Holes in a semiconductor gather at the top of its filled bands. How easily they move there depends on how steeply the highest filled level falls away from that top. A band structure samples this fall on a few lines only, so it is tempting to carry the shape over to directions that were not computed. This note tries that on a carbon network, an invented or metastable form whose stability is untested.

Kohn-Sham levels of a 12-atom carbon cell (space group C2) along a path of special k points, computed with Ansatz 0.2.0 using scalar-relativistic PBE, PAW and plane waves up to 420 eV, without spin polarization. The self-consistent run used an 8×8×6 k mesh and Gaussian smearing of 0.02 eV; energies are counted from the Fermi level.

| row | band distance (1/Å) | level b2 from the Fermi level (eV) | level b1 from the Fermi level (eV) |
| --- | --- | --- | --- |
| 1 | 0.000 | -2.381 | -0.347 |
| 2 | 0.390 | -2.437 | -1.270 |
| 3 | 0.779 | -2.385 | -2.234 |
| 4 | 1.042 | -2.572 | -2.253 |
| 5 | 1.312 | -2.619 | -2.142 |
| 6 | 1.582 | -2.419 | -2.255 |
| 7 | 1.860 | -1.862 | -1.708 |
| 8 | 2.141 | -1.827 | -0.680 |
| 9 | 2.424 | -2.151 | -0.385 |
| 10 | 2.716 | -1.259 | -1.029 |
| 11 | 3.008 | -1.743 | -1.015 |
| 12 | 3.305 | -1.869 | -1.268 |
| 13 | 3.605 | -2.139 | -1.905 |
| 14 | 3.830 | -2.211 | -2.063 |
| 15 | 4.190 | -2.260 | -1.897 |
| 16 | 4.550 | -1.761 | -1.651 |
| 17 | 4.836 | -1.723 | -1.332 |
| 18 | 5.049 | -2.122 | -0.653 |
| 19 | 5.262 | -2.381 | -0.347 |
| 20 | 5.557 | -2.414 | -1.659 |
| 21 | ? | ? | ? |
| 22 | ? | ? | ? |
| 23 | ? | ? | ? |
| 24 | ? | ? | ? |

Level b1 is the highest filled level and b2 the next one below. Band distance is the length travelled along the path through the space of wave vectors. Rows 1 and 19 are both Gamma, the point where the electron wave has the same phase in every unit cell. Between rows 19 and 20 the path jumps to another line, so the sudden drop of b1 there is no slope.

Among the known rows b1 is highest at Gamma, at -0.347 eV. The question is how far it lies below that summit at four new points. Row 21 lies three tenths of the way from Gamma to the point L_2. Rows 22, 23 and 24 lie at one tenth, five tenths and nine tenths of the way from Gamma to V_2.

**Why the level falls, and why it stops falling**

A crystal orbital repeats from cell to cell with a phase that the wave vector sets. Leaving Gamma turns the phase between neighbouring cells by an angle that grows with the distance $q$ from Gamma and with how far the repeat reaches along the direction taken. If the orbital is on balance antibonding between cells when they are in phase, the turn relieves some of that antibonding and the energy drops. A summit at Gamma fits this picture, although the orbitals themselves were not examined.

Each repeat contributes to the energy as the cosine of its phase angle. A cosine starts flat, then falls with the square of the angle, and finally turns back. Close to Gamma the level should therefore look like a rounded hill. Time reversal supports this, because it makes the energy the same at opposite wave vectors, so a single smooth level has no slope at Gamma.

Farther out the hill must give way to periodicity. The line from Gamma to M_2 shows an early halt: b1 is at -1.029 eV halfway (row 10) and still at -1.015 eV near the end (row 11). Periodicity need not be the only cause. At row 10 b2 lies only 0.23 eV below b1, so repulsion or a crossing of the two levels may share in the halt.

**Two simple models**

For the hill, write

$$E = E_\Gamma - Cq^2, \qquad C \approx 7.2 - 8.7\,q^2,$$

with $E$ in eV, $q$ in 1/Å and $C$ in eV Å². The straight line for $C$ was fitted to the seven known rows within 0.5 1/Å of Gamma, Gamma itself excepted. It lets the curvature weaken with distance but ignores direction.

For the far region, a sum of cosines over four short repeats of the lattice, plus a constant, was fitted to all known rows. It respects periodicity, but its typical error for a known row left out of the fit is 0.16 eV. One reason for caution is that the levels are sorted by energy. Where b1 and b2 come close, they can exchange orbitals while keeping their names.

Row 21 serves as the worked estimate; it was in neither fit. Row 20 is three tenths of the way from L_2 to Gamma, so the path from row 19 to row 20 has the length needed here: $5.557-5.262=0.295$ 1/Å. Its square is 0.087, which gives $C\approx6.4$ eV Å² and a drop of about 0.56 eV. The forecast is then $-0.347-0.56\approx-0.91$ eV.

The forecasts for b1 are:

- Row 21, hill: about -0.91 eV, ±0.09 eV.
- Row 22, hill: about -0.40 eV, ±0.01 eV, just below the summit.
- Row 23, hill: about -1.45 eV, ±0.20 eV.
- Row 24, sum of cosines: about -2.1 eV, ±0.25 eV. The fall should have levelled off, and the hill formula carried on to this point should come out far too low.

The bars of the hill allow an error of about 1 eV Å² in $C$. The bar of row 24 is a judgement based on the rough fit of the cosine sum.

The withheld rows as computed:

| row | band distance (1/Å) | level b2 from the Fermi level (eV) | level b1 from the Fermi level (eV) |
| --- | --- | --- | --- |
| 21 | 5.950 | -2.086 | -0.907 |
| 22 | 6.334 | -2.329 | -0.423 |
| 23 | 6.692 | -2.034 | -1.440 |
| 24 | 7.051 | -1.979 | -1.822 |

**Two hits and two misses**

Rows 21 and 23 fall well inside their bars. The hill therefore serves at middle distances, even on lines that had no part in its fit. The agreement is closer than the model deserves, since known rows at similar distances scatter about the line for $C$ by roughly 0.5 eV Å².

Row 22 is a miss, and an instructive one. The computed level is -0.423 eV, below the forecast range. The error of 0.02 eV looks harmless, but the whole drop at this point is only 0.076 eV, so the forecast lost about a quarter of it. Close to a summit, a small error in energy is a large error in curvature.

Direction explains the miss. Row 22 lies about 0.09 1/Å from Gamma, so its drop corresponds to $C\approx0.076/0.0080\approx9.5$ eV Å². Row 9 lies even closer to Gamma, yet it gives only about 7 eV Å². Greater closeness to the summit therefore can't account for the steeper fall.

The three known rows nearest Gamma (8, 9 and 18) all lie in the plane at right angles to the short crystal axis of 3.8 Å. The line to V_2 runs mostly out of that plane. The one fitted row outside that plane, row 2, lies too far out to show how the summit starts. The model had thus learned its summit from directions in one plane and applied it to a direction outside it.

Along the line to V_2, $C$ then weakens quickly, to about 5.4 eV Å² at row 23. In theory only empty levels can bend the highest filled level downward at Gamma: they push it down as the wave vector leaves Gamma, while the filled levels below push it up. A single empty partner could give a sharp summit whose sides soon straighten, so that $C$ shrinks, but that partner would itself rise. Neither of the two lowest empty levels, which the table leaves out, is higher in row 22 or 23 than at Gamma. That rules out such a simple pair for the lowest one, which stays far below the next at row 22. The second could have changed places with a level above it, so which empty levels do most of the pushing remains open.

Row 24 misses in the far region. The computed level is -1.822 eV, and the cosine sum put it 0.29 eV too low, just outside the bar. The expected flattening is there in part: b1 drops by 1.02 eV from row 22 to row 23, but by only 0.38 eV over the equally long stretch from row 23 to row 24.

The cosine sum fails here because of what it leaves out. To its four short repeats, row 24 looks almost the same as row 3, where b1 is at -2.234 eV. The two points differ in the phase along the long crystal axis of about 9.5 Å, and near these points the short repeats hardly register that phase. Longer repeats would be needed to tell them apart.

Such long repeats matter more when a sorted level changes its orbital and acquires a kink. In row 24, b1 and b2 are only 0.16 eV apart, against 2.03 eV at Gamma. An exchange of orbitals between rows 3 and 24 is therefore plausible, but these energies alone don't settle it.

The side forecast for row 24 was wrong as well. The hill formula gives -1.39 eV there, which is too high, not far too low. Its $C$ shrinks so fast with distance that the predicted drop passes a maximum and the curve climbs again. That climb comes from stretching a straight line beyond its rows and has no physical meaning.

**What to do about it**

The curvature at the summit sets the effective mass of a hole, $m=\hbar^2/2C$: the steeper the fall, the lighter the hole. The three known rows nearest Gamma give about 0.53 electron masses. Row 22 gives about $3.8/9.5=0.40$, where 3.8 eV Å² is $\hbar^2/2$ divided by the electron mass. Row 9 alone, at a step even shorter than that of row 22, also gives about 0.53, so the difference is mainly one of direction. Both are PBE values; PBE usually makes gaps too small, which can make such masses too light as well.

Before quoting a hole mass for such a low-symmetry crystal, compute short steps from the summit in several directions, including some outside any plane already sampled. Repeat each with a second step length, and trust the mass only where drop divided by $q^2$ stays nearly constant. At middle distances the simple hill is good for an estimate to about 0.1 or 0.2 eV. Near the zone boundary, where b1 and b2 can run close together, compute the point itself.

The printed output after this text gives both models and their misses.

Output of the analysis:

```
fit of band_b1 on 20 rows: constant -1.708 +/- 0.035, coefficient of cos(2*pi*kb) 0.4429 +/- 0.044, coefficient of cos(pi*ha)*cos(pi*kb) 0.351 +/- 0.044, coefficient of cos(2*pi*lc) -0.0006282 +/- 0.035, coefficient of cos(pi*ha + 2*pi*lc)*cos(pi*kb) 0.4962 +/- 0.044; rms 0.12, worst 10 0.26, leave-one-out rms 0.159
  rows outside the fit (model, value, miss): 21 -0.7755, -0.907, 0.132; 22 -0.461, -0.423, -0.038; 23 -1.285, -1.44, 0.155; 24 -2.109, -1.822, -0.287
Summit of b1 at Gamma, eV: -0.347
Mean drop/q2 in the three rows nearest Gamma, eV A2: 7.131
Mean drop/q2 in the four rows farther out, eV A2: 5.568
Hole mass from the three nearest rows, electron masses: 0.5343
Rms misfit of the line for drop/q2, eV A2: 0.4876
Forecast of b1 in rows 21 to 24, eV: -0.9093, -0.4045, -1.45, -2.109
Half-width of the forecast in rows 21 to 24, eV: 0.09, 0.01, 0.2, 0.25
Forecast less computed b1 in rows 21 to 24, eV: -0.002282, 0.01849, -0.01009, -0.287
Hill formula carried on to row 24, eV: -1.39
Separation of b1 and b2 in rows 21 to 24, eV: 1.179, 1.906, 0.594, 0.157
Separation of b1 and b2 at Gamma, eV: 2.034
Largest error of the assumed positions of rows 21 to 24, 1/A: 0.0006365
```
